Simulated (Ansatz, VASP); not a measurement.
## TlBr: VASP beside Ansatz

Contents of INCAR:

```
SYSTEM = TlBr
PREC     = Accurate       ! precision mode
ENCUT    = 600            ! plane-wave cutoff, eV
EDIFF    = 1E-6           ! SCF threshold, eV
ISMEAR   = 0              ! smearing method
SIGMA    = 0.02           ! smearing width, eV
LREAL    = .False.        ! projectors in reciprocal space
LASPH    = .True.         ! aspherical terms in the spheres
NELM     = 80             ! most SCF steps
ALGO     = Fast           ! electronic algorithm
ISIF     = 3              ! what is computed and relaxed
LWAVE    = .False.        ! write WAVECAR
LCHARG   = .False.        ! write CHGCAR
GGA      = CA             ! functional
IBRION   = 2              ! ionic algorithm
NSW      = 70             ! ionic steps
EDIFFG   = -0.005         ! ionic threshold
```

File KPOINTS:

```
Automatic mesh
0
Gamma
  8 8 8
  0 0 0
```

POSCAR

```
TlBr
1.0
    3.9800000000      0.0000000000      0.0000000000
    0.0000000000      3.9800000000      0.0000000000
    0.0000000000      0.0000000000      3.9800000000
Tl Br
1 1
Direct
    0.0000000000      0.0000000000      0.0000000000
    0.5000000000      0.5000000000      0.5000000000
```

Input for Ansatz:

```yaml
crystal:
  lattice:
    - [3.98, 0.0, 0.0]
    - [0.0, 3.98, 0.0]
    - [0.0, 0.0, 3.98]
  atoms:
    - { symbol: Tl, position: [0.0, 0.0, 0.0] }
    - { symbol: Br, position: [0.5, 0.5, 0.5] }
basis:
  ecutwfc: 420
kpoints:
  mp_grid: { grid: [8, 8, 8] }
hamiltonian:
  xc: lda
scf:
  occupations: { method: gaussian, width: 0.02 }
output:
  forces: true
  stress: true
  eigenvalues: true
relax:
  adjacent_minimum: "off"
  f_tol: 0.005
  max_steps: 50
  cell: { stress_tol: 0.05 }
```

Alike in both runs: task relaxation of cell and atoms; functional LDA; k mesh 8 × 8 × 8; occupations gaussian, width 0.02 eV; no spin polarisation.

```csv
,VASP,Ansatz
version,VASP 6.6.1,Ansatz 0.2.0
potentials or method,"VASP PAW LDA potentials, release 64 (Tl_d, Br)","scalar-relativistic, plane waves, PAW"
plane-wave cutoff (eV),600,420
valence electrons in the cell,20,20
```

VASP gave:

- gap on the k mesh at the Fermi level, each at its own relaxed structure (eV): 1.35
- relaxed volume (Å³/atom): 28.40
- relaxed cell length with the largest relative difference (Å): 3.844
- energy change over the relaxation (meV/atom): -30

What did Ansatz give for the same quantities?

gap on the k mesh at the Fermi level, each at its own relaxed structure (eV): 1.37; relaxed volume (Å³/atom): 28.33; relaxed cell length with the largest relative difference (Å): 3.841; energy change over the relaxation (meV/atom): -31.

Caveats: spin-orbit coupling is left out, which as a rule narrows the gap of such compounds by several tenths of an eV. Zero-point motion and thermal expansion aren't in these numbers. LDA usually gives volumes a few per cent too small.
